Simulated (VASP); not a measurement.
# Se (R-3m) in VASP: notebook

One crystal, Se, is run at these levels: HSE06; tasks: relaxation of cell and atoms.

All numbers are computed with VASP 6.6.1; they aren't measurements. Logs are shortened: lines on timing, memory, paths and dates and some standing lists are left out, and cuts for length are marked.

## (1) The structure

The structure is trigonal, space group R-3m (No. 166). The conventional cell has a = 3.850 Å, b = 3.850 Å, c = 2.645 Å, α = 90.00°, β = 90.00°, γ = 120.00°. Se (site symmetry -3m) has 8 Se at 2.39 to 2.65 Å as nearest neighbours.

This isn't the form of Se at room conditions, which is trigonal, of chains.

## (2) Relaxation of cell and atoms, HSE06, target pressure 148 GPa, at which the enthalpy is minimised

Input file POSCAR:

```
Se
1.0
    1.9250000000      1.1113992700      0.8816666700
   -1.9250000000      1.1113992700      0.8816666700
    0.0000000000     -2.2227985400      0.8816666700
Se
1
Direct
    0.0000000000      0.0000000000      0.0000000000
```

Input file INCAR.step1:

```
SYSTEM = Se
ALGO = Normal
EDIFF = 1E-5
ENCUT = 520
GGA = PE
ISMEAR = 0
KPAR = 4
LASPH = .True.
LCHARG = .False.
LREAL = .False.
LWAVE = .True.
NELM = 100
PREC = Accurate
PSTRESS = 1480.0
SIGMA = 0.02
```

Input file INCAR.step2:

```
SYSTEM = Se
ALGO = Normal
EDIFF = 1E-7
EDIFFG = -0.01
ENCUT = 520
GGA = PE
HFSCREEN = 0.2
IBRION = 2
ISIF = 3
ISMEAR = 0
ISTART = 1
KPAR = 4
LASPH = .True.
LCHARG = .False.
LHFCALC = .True.
LREAL = .False.
LWAVE = .False.
NELM = 100
NSW = 80
PREC = Accurate
PRECFOCK = Fast
PSTRESS = 1480.0
SIGMA = 0.02
```

Input file KPOINTS:

```
k-points
0
Gamma
  9 9 9
  0 0 0
```

Potentials or basis: VASP PAW PBE potentials, release 64 (Se).

The run is started by

```
$ cat potpaw_PBE.64/Se/POTCAR > POTCAR
$ cp INCAR.step1 INCAR
$ mpirun -np 4 vasp_std > vasp.out
$ cp INCAR.step2 INCAR
$ mpirun -np 4 vasp_std > vasp.out
```

OUTCAR:

```text
SYSTEM = Se
   EDIFF = 1E-7
   EDIFFG = -0.01
   ENCUT = 520
   GGA = PE
   HFSCREEN = 0.2
   IBRION = 2
   ISIF = 3
   ISMEAR = 0
   ISTART = 1
   LASPH = .True.
   LHFCALC = .True.
   LREAL = .False.
   NELM = 100
   NSW = 80
   PREC = Accurate
   PRECFOCK = Fast
   PSTRESS = 1480.0

 ion  position               nearest neighbor table
   1  0.000  0.000  0.000-

  LATTYP: Found a trigonal (rhomboedric) cell.
 ALAT       =     2.3912694232
 COS(alpha) =    -0.2960878580

  Lattice vectors:

 A1 = (   1.9250000000,   1.1113992700,   0.8816666700)
 A2 = (  -1.9250000000,   1.1113992700,   0.8816666700)
 A3 = (   0.0000000000,  -2.2227985400,   0.8816666700)

Analysis of symmetry for initial positions (statically):
=====================================================================
 Subroutine PRICEL returns:
 Original cell was already a primitive cell.

 Routine SETGRP: Setting up the symmetry group for a
 trigonal (rhombohedral) supercell.

 Subroutine GETGRP returns: Found 12 space group operations
 (whereof 12 operations were pure point group operations)
 out of a pool of 12 trial point group operations.

The static configuration has the point symmetry D_3d.

Analysis of symmetry for dynamics (positions and initial velocities):
=====================================================================
 Subroutine PRICEL returns:
 Original cell was already a primitive cell.

 Routine SETGRP: Setting up the symmetry group for a
 trigonal (rhombohedral) supercell.

 Subroutine GETGRP returns: Found 12 space group operations
 (whereof 12 operations were pure point group operations)
 out of a pool of 12 trial point group operations.

The dynamic configuration has the point symmetry D_3d.

 Subroutine INISYM returns: Found 12 space group operations
 (whereof 12 operations are pure point group operations),
 and found     1 'primitive' translations

----------------------------------------------------------------------------------------

                                     Primitive cell

  volume of cell :      11.3177

  direct lattice vectors                    reciprocal lattice vectors
     1.925000000  1.111399270  0.881666670     0.259740260  0.149961109  0.378071832
    -1.925000000  1.111399270  0.881666670    -0.259740260  0.149961109  0.378071832
     0.000000000 -2.222798540  0.881666670     0.000000000 -0.299922217  0.378071832

  length of vectors
     2.391269423  2.391269423  2.391269426     0.482588486  0.482588486  0.482588486

  position of ions in fractional coordinates (direct lattice)
     0.000000000  0.000000000  0.000000000

  ion indices of the primitive-cell ions
   primitive index   ion index
                 1           1

----------------------------------------------------------------------------------------

 KPOINTS: k-points

Automatic generation of k-mesh.
 Grid dimensions read from file:
 generate k-points for:    9    9    9

 Generating k-lattice:

  Cartesian coordinates                     Fractional coordinates (reciprocal lattice)
     0.028860029  0.016662345  0.042007981     0.111111111  0.000000000  0.000000000
    -0.028860029  0.016662345  0.042007981     0.000000000  0.111111111  0.000000000
     0.000000000 -0.033324691  0.042007981     0.000000000  0.000000000  0.111111111

  Length of vectors
     0.053620943  0.053620943  0.053620943

  Shift w.r.t. Gamma in fractional coordinates (k-lattice)
     0.000000000  0.000000000  0.000000000

 Subroutine IBZKPT returns following result:
 ===========================================

 Found     85 irreducible k-points:

 Following reciprocal coordinates:
            Coordinates               Weight
  0.000000  0.000000  0.000000      1.000000
  0.111111 -0.000000  0.000000      6.000000
  0.222222 -0.000000  0.000000      6.000000
  0.333333 -0.000000  0.000000      6.000000
  0.444444 -0.000000  0.000000      6.000000
  0.111111  0.111111  0.000000      6.000000
[... 16 lines left out ...]
 -0.333333  0.333333  0.000000      6.000000
  0.444444  0.444444  0.000000      6.000000
 [... further k-points ...]
   k-points           NKPTS =     85   k-points in BZ     NKDIM =    729   number of bands    NBANDS=      7
   number of dos      NEDOS =    301   number of ions     NIONS =      1
   total plane-waves  NPLWV =   5832
   dimension x,y,z NGX =    18 NGY =   18 NGZ =   18
   dimension x,y,z NGXF=    36 NGYF=   36 NGZF=   36
   ions per type =               1
   NGX,Y,Z   is equivalent  to a cutoff of  12.51, 12.51, 12.51 a.u.
   NGXF,Y,Z  is equivalent  to a cutoff of  25.03, 25.03, 25.03 a.u.
 SYSTEM =  Se
   PREC   = accura    normal or accurate (medium, high low for compatibility)
   ISTART =      1    job   : 0-new  1-cont  2-samecut
   ICHARG =      0    charge: 1-file 2-atom 10-const
   ISPIN  =      1    spin polarized calculation?
   LNONCOLLINEAR =      F non collinear calculations
   LSORBIT =      F    spin-orbit coupling
   LASPH  =      T    aspherical Exc in radial PAW
   ENCUT  =  520.0 eV  38.22 Ry    6.18 a.u.   4.45  4.45  4.45*2*pi/ulx,y,z
   NELM   =    100;   NELMIN=  2; NELMDL=  0     # of ELM steps
   EDIFF  = 0.1E-06   stopping-criterion for ELM
   LREAL  =      F    real-space projection
   EDIFFG = -.1E-01   stopping-criterion for IOM
   NSW    =     80    number of steps for IOM
   IBRION =      2    ionic relax: 0-MD 1-quasi-New 2-CG
   NFREE  =      1    steps in history (QN), initial steepest desc. (CG)
   ISIF   =      3    stress and relaxation
   ISYM   =      3    0-nonsym 1-usesym 2-fastsym
   POTIM  = 0.5000    time-step for ionic-motion
   TEBEG  =    0.0;   TEEND  =   0.0 temperature during run
   PSTRESS= 1480.0 pullay stress
   NELECT =       6.0000    total number of electrons
   NUPDOWN=      -1.0000    fix difference up-down
   EMIN   =  10.00;   EMAX   =-10.00  energy-range for DOS
   EFERMI =   0.00;   METHOD = LEGACY
   ISMEAR =     0;   SIGMA  =   0.02  broadening in eV -4-tet -1-fermi 0-gaus
   EFERMI_NEDOS =   21; number of points for ismear=-14 and -15
   IALGO  =     38    algorithm
   IMIX   =      1    mixing-type and parameters
     AMIX     =   0.40;   BMIX     =  1.00
     AMIX_MAG =   1.60;   BMIX_MAG =  1.00
  volume/ion in A,a.u.               =      11.32        76.38
  Fermi-wavevector in a.u.,A,eV,Ry     =   1.324971  2.503832 23.885687  1.755548
  Thomas-Fermi vector in A             =   2.454466
   LORBIT       =      0    0 simple, 1 ext, 2 COOP (PROOUT), +10 PAW based schemes
   GGA     = PE    functional components
   LHFCALC =     T    Hartree Fock is set to
   PRECFOCK=fast      Normal, Fast or Accurate (Low or Medium for compatibility)
   ENCUT4O =  -1.0   cutoff for four orbital integrals eV
   NKREDX  =     1    reduce k-point grid by
   NKREDY  =     1    reduce k-point grid by
   NKREDZ  =     1    reduce k-point grid by
   AEXX    =    0.2500 exact exchange contribution
   HFSCREEN=    0.2000 screening length (either q_TF or 0.3 A-1)
   HFSCREENC=   0.2000 screening length for correlation (either q_TF or 0.3 A-1)
   ENCUTFOCK=  -1.0 apply spherical cutoff to Coloumb kernel
   IVDW    =     0    specifies the selected vdW correction
   LEPSILON=     F    determine dielectric tensor
   LRPA    =     F    only Hartree local field effects (RPA)
 conjugate gradient relaxation of ions
 non-spin polarized calculation
 Gauss-broadening in eV      SIGMA  =   0.02
  energy-cutoff  :      520.00
  volume of cell :       11.32
 maximum number of plane-waves:       319
 NGX is ok and might be reduce to    18
  NGX = 10; NGY = 10; NGZ = 10

--------------------------------------- Ionic step        1  -------------------------------------------

 number of electron       6.0000000 magnetization

 Free energy of the ion-electron system (eV)
  ---------------------------------------------------
  ext. energy  EPLUGINS =         0.00000000
  ---------------------------------------------------
  free energy    TOTEN  =        -1.23381846 eV

  energy without entropy =       -1.23364691  energy(sigma->0) =       -1.23373269

------------------------ aborting loop because EDIFF is reached ----------------------------------------

  FORCE on cell =-STRESS in cart. coord.  units (eV):
  Direction    XX          YY          ZZ          XY          YZ          ZX
  --------------------------------------------------------------------------------------
  -------------------------------------------------------------------------------------
  Total       10.6309314     10.6309315     10.9486286     -0.0000000      0.0000000      0.0000000
  in kB     1504.9614811   1504.9614860   1549.9360901     -0.0000000      0.0000000      0.0000000
  external PRESSURE =      39.9530190 kB  Pullay stress =    1480.0000000 kB
[... 94 lines left out ...]
  energy  without entropy=       -1.3738988879  energy(sigma->0) =       -1.37401108

  enthalpy is  TOTEN    =         9.2177559535 eV   P V=       10.5918792267

[... ionic steps 4 to 13 ...]

--------------------------------------- Ionic step       14  -------------------------------------------

 number of electron       6.0000000 magnetization

------------------------ aborting loop because EDIFF is reached ----------------------------------------
[... 69 lines left out ...]
--------------------------------------- Ionic step       16  -------------------------------------------

 number of electron       6.0000000 magnetization

 Free energy of the ion-electron system (eV)
  ---------------------------------------------------
  ext. energy  EPLUGINS =         0.00000000
  ---------------------------------------------------
  free energy    TOTEN  =        -1.33863946 eV

  energy without entropy =       -1.33845369  energy(sigma->0) =       -1.33854658

 E-fermi :  14.5609     XC(G=0): -10.8869

 val. band max:       14.5608497259   @ k =  -0.1111   0.4444   0.1111
 cond. band min:      14.7200504390   @ k =  -0.2222   0.2222   0.0000
 fundamental gap:      0.1592007131
 Fermi energy:        14.5608502632

 k-point     1 :       0.0000    0.0000    0.0000
  band No.  band energies     occupation
      1     -11.3476      2.00000
      2      20.1862      0.00000
      3      23.0494      0.00000
      4      23.0494      0.00000
      5      27.1546      0.00000
      6      27.1546      0.00000
      7      30.4839      0.00000
[... 221 lines left out ...]
 k-point    24 :       0.4444    0.4444    0.0000
  band No.  band energies     occupation
      1      -0.8736      2.00000
      2       1.0118      2.00000
      3       9.3590      2.00000
      4      19.4572      0.00000
      5      22.6326      0.00000
      6      26.6685      0.00000
      7      35.2270      0.00000

 [... further k-points ...]

------------------------ aborting loop because EDIFF is reached ----------------------------------------

  FORCE on cell =-STRESS in cart. coord.  units (eV):
  Direction    XX          YY          ZZ          XY          YZ          ZX
  --------------------------------------------------------------------------------------
  -------------------------------------------------------------------------------------
  Total       10.5451785     10.5451786     10.5438044      0.0000000     -0.0000000      0.0000000
  in kB     1480.4035169   1480.4035426   1480.2106209      0.0000000     -0.0000000      0.0000000
  external PRESSURE =       0.3392268 kB  Pullay stress =    1480.0000000 kB
[... 20 lines left out ...]
  energy  without entropy=       -1.3384536910  energy(sigma->0) =       -1.33854658

  enthalpy is  TOTEN    =         9.2036646761 eV   P V=       10.5423041395

 reached required accuracy - stopping structural energy minimisation
```

Run time: 32 min. Hardware: 4 MPI ranks of Intel Xeon Platinum 8488C (Sapphire Rapids), shared host; peak memory 0.22 GiB.

Results:

```yaml
Free_energy: -1.3386 eV
Relaxed_volume: 11.41 Å³/atom
Relaxed_cell: a = 2.382 Å, b = 2.382 Å, c = 2.382 Å, α = 106.46°, β = 106.46°, γ = 106.46°
Space_group_after_relaxing_to_0.05_Å: R-3m (No. 166)
Energy_change_on_relaxing_the_enthalpy_is_what_falls: -104.8 meV/atom
Ionic_steps: 16
Pressure_after_relaxing: 148.0 GPa
Band_gap_on_the_k_mesh: none (metal or under the smearing width)
```

The path:
| step | energy change (eV) | largest force (eV/Å) | pressure (GPa) | volume (Å³) |
| --- | --- | --- | --- | --- |
| 1 | 0.0000 | 0.0000 | 152.00 | 11.32 |
| 2 | -0.4197 | 0.0000 | 128.87 | 11.79 |
| 3 | -0.1403 | 0.0000 | 145.13 | 11.47 |
| 4 | -0.2207 | 0.0000 | 140.20 | 11.55 |
| 5 | -0.2346 | 0.0000 | 139.50 | 11.56 |
| 6 | -0.2209 | 0.0000 | 140.97 | 11.54 |
| 7 | -0.1932 | 0.0000 | 142.93 | 11.51 |
| 8 | -0.1893 | 0.0000 | 143.23 | 11.51 |
| 9 | -0.1489 | 0.0000 | 145.49 | 11.46 |
| 10 | -0.1080 | 0.0000 | 147.81 | 11.42 |
| 11 | -0.1063 | 0.0000 | 147.88 | 11.41 |
| 12 | -0.1046 | 0.0000 | 147.99 | 11.41 |
| 13 | -0.1042 | 0.0000 | 148.03 | 11.41 |
| 14 | -0.1028 | 0.0000 | 148.14 | 11.41 |
| 15 | -0.1030 | 0.0000 | 148.13 | 11.41 |
| 16 | -0.1048 | 0.0000 | 148.03 | 11.41 |

Final structure:
```xyz
1
Lattice="1.9079 1.1015 0.9050 -1.9079 1.1015 0.9050 0.0000 -2.2031 0.9050" Properties=species:S:1:pos:R:3 pbc="T T T"
Se    0.0000    0.0000    0.0000
```

Caveat: the cell is relaxed towards a set pressure, so the enthalpy falls and the energy may rise; the PAW data sets were made with another functional, which shifts forces and pressure a little. Zero-point motion and thermal expansion aren't in these numbers.

## (3) Relaxation of cell and atoms, HSE06, target pressure 148 GPa, at which the enthalpy is minimised

This run uses another cell than the first one, of 11.41 Å³/atom, 1.008 times its volume.

Input file POSCAR:

```
Se                                      
1.0
    1.9079384030      1.1015487601      0.9050343904
   -1.9079384030      1.1015487601      0.9050343904
    0.0000000000     -2.2030975202      0.9050343904
  Se            
     1
Direct
     0.0000000000000000    0.0000000000000000    0.0000000000000000
```

INCAR.step1 is that of step 2.

INCAR.step2 is that of step 2.

KPOINTS is that of step 2.

Potentials or basis: VASP PAW PBE potentials, release 64 (Se).

The run is started by

```
$ cat potpaw_PBE.64/Se/POTCAR > POTCAR
$ cp INCAR.step1 INCAR
$ mpirun -np 4 vasp_std > vasp.out
$ cp INCAR.step2 INCAR
$ mpirun -np 4 vasp_std > vasp.out
```

Wall time 2.9 min (4 MPI ranks of Intel Xeon Platinum 8488C (Sapphire Rapids), shared host); peak memory 0.21 GiB.

Results (log left out):

| Quantity | Value |
| --- | --- |
| Free energy | -1.3387 eV |
| Pressure after relaxing | 148.0 GPa |
| Band gap on the k mesh | none (metal or under the smearing width) |

Final structure:
```yaml
crystal:
  lattice:
    - [1.90794, 1.10155, 0.90503]
    - [-1.90794, 1.10155, 0.90503]
    - [0.00000, -2.20310, 0.90503]
  atoms:
    - { symbol: Se, position: [0.00000, 0.00000, 0.00000] }
```

Levels at points of the mesh, in eV from the Fermi level:
| k point | band 1 | band 2 | band 3 | band 4 | band 5 | band 6 | band 7 |
| --- | --- | --- | --- | --- | --- | --- | --- |
| (0.00, 0.00, 0.00) | -25.91 | 5.63 | 8.49 | 8.49 | 12.59 | 12.59 | 15.92 |

Caveat: the relaxation stopped at its first step, so nothing moved; the cell is relaxed towards a set pressure, so the enthalpy falls and the energy may rise; the PAW data sets were made with another functional, which shifts forces and pressure a little.
